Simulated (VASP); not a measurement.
# Sr: single point with PBE

The system is Sr.

```
Sr
1.0
    -2.43500    2.43500    2.43500
     2.43500   -2.43500    2.43500
     2.43500    2.43500   -2.43500
Sr
1
Direct
  0.00000 0.00000 0.00000
```

This isn't the form of Sr at room conditions, which is fcc.

* Program: VASP 6.6.1
* Task: single point
* Functional: PBE
* Potentials or basis: VASP PAW PBE potentials, release 64 (Sr_sv)
* Cutoff: 520 eV
* k mesh: 3 × 3 × 3
* Occupations: fermi-dirac, width 0.04 eV
* Spin: no spin polarisation
* Dipole correction: no
* Further INCAR settings: ALGO = Fast; EDIFF = 1e-07; NBANDS = 11

```json
{
  "Pressure": "-0.2 GPa",
  "Band gap on the k mesh": "none (metal or under the smearing width)"
}
```

Levels at points of the mesh, in eV from the Fermi level:
| k point | band 1 | band 2 | band 3 | band 4 | band 5 | band 6 | band 7 | band 8 | band 9 | band 10 |
| --- | --- | --- | --- | --- | --- | --- | --- | --- | --- | --- |
| (0.00, 0.00, 0.00) | -36.88 | -18.77 | -18.77 | -18.77 | -3.75 | 2.13 | 2.13 | 2.13 | 3.41 | 3.41 |

Wall time 4.8 s on 1 thread of Intel(R) Xeon(R) Platinum 8488C (Sapphire Rapids), on a shared host, peak memory 0.16 GiB.

Caveat: the k mesh is coarse (spacing up to 0.61 Å⁻¹), so the values aren't converged.
